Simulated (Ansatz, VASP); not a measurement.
## CdSe: VASP beside Ansatz

Contents of INCAR:

```
SYSTEM = CdSe
PREC     = Accurate       ! precision mode
ENCUT    = 600            ! plane-wave cutoff, eV
EDIFF    = 1E-6           ! SCF threshold, eV
ISMEAR   = 0              ! smearing method
SIGMA    = 0.02           ! smearing width, eV
LREAL    = .False.        ! projectors in reciprocal space
LASPH    = .True.         ! aspherical terms in the spheres
NELM     = 100            ! most SCF steps
ALGO     = Fast           ! electronic algorithm
ISIF     = 3              ! what is computed and relaxed
LWAVE    = .False.        ! write WAVECAR
LCHARG   = .False.        ! write CHGCAR
GGA      = PE             ! functional
IVDW     = 12             ! dispersion correction
IBRION   = 2              ! ionic algorithm
NSW      = 100            ! ionic steps
EDIFFG   = -0.01          ! ionic threshold
```

KPOINTS

```
regular mesh
0
Gamma
  10 10 10
  0 0 0
```

File POSCAR:

```
CdSe
1.0
    0.0000000000      3.0702712500      3.0702712500
    3.0702712500      0.0000000000      3.0702712500
    3.0702712500      3.0702712500      0.0000000000
Cd Se
1 1
Direct
    0.0000000000      0.0000000000      0.0000000000
    0.7500000000      0.7500000000      0.7500000000
```

Input for Ansatz:

```yaml
crystal:
  lattice:
    - [0.0, 3.07027125, 3.07027125]
    - [3.07027125, 0.0, 3.07027125]
    - [3.07027125, 3.07027125, 0.0]
  atoms:
    - { symbol: Cd, position: [0.0, 0.0, 0.0] }
    - { symbol: Se, position: [0.75, 0.75, 0.75] }
basis:
  ecutwfc: 420
kpoints:
  mp_grid: { grid: [10, 10, 10] }
hamiltonian:
  xc: pbe
  dispersion: d3bj
scf:
  occupations: { method: gaussian, width: 0.02 }
output:
  forces: true
  stress: true
  eigenvalues: true
relax:
  adjacent_minimum: "off"
  f_tol: 0.01
  max_steps: 80
  cell: { stress_tol: 0.05 }
```

Alike in both runs: task relaxation of cell and atoms; functional PBE; dispersion D3(BJ); k mesh 10 × 10 × 10; occupations gaussian, width 0.02 eV; no spin polarisation.

|  | VASP | Ansatz |
| --- | --- | --- |
| version | VASP 6.6.1 | Ansatz 0.2.0 |
| potentials or method | VASP PAW PBE potentials, release 64 (Cd, Se) | scalar-relativistic, plane waves, PAW |
| plane-wave cutoff (eV) | 600 | 420 |
| valence electrons in the cell | 18 | 36 |

|  | VASP | Ansatz | Ansatz less VASP |
| --- | --- | --- | --- |
| gap on the k mesh at the Fermi level, each at its own relaxed structure (eV) | 0.57 | 0.58 | +0.010 |
| relaxed volume (Å³/atom) | 28.67 | 28.54 | -0.138 |
| relaxed cell length with the largest relative difference (Å) | 4.329 | 4.322 | -0.0069 |

The two sets of potentials don't hold the same shells in valence.

As with any semilocal functional, this PBE gap is likely too small.
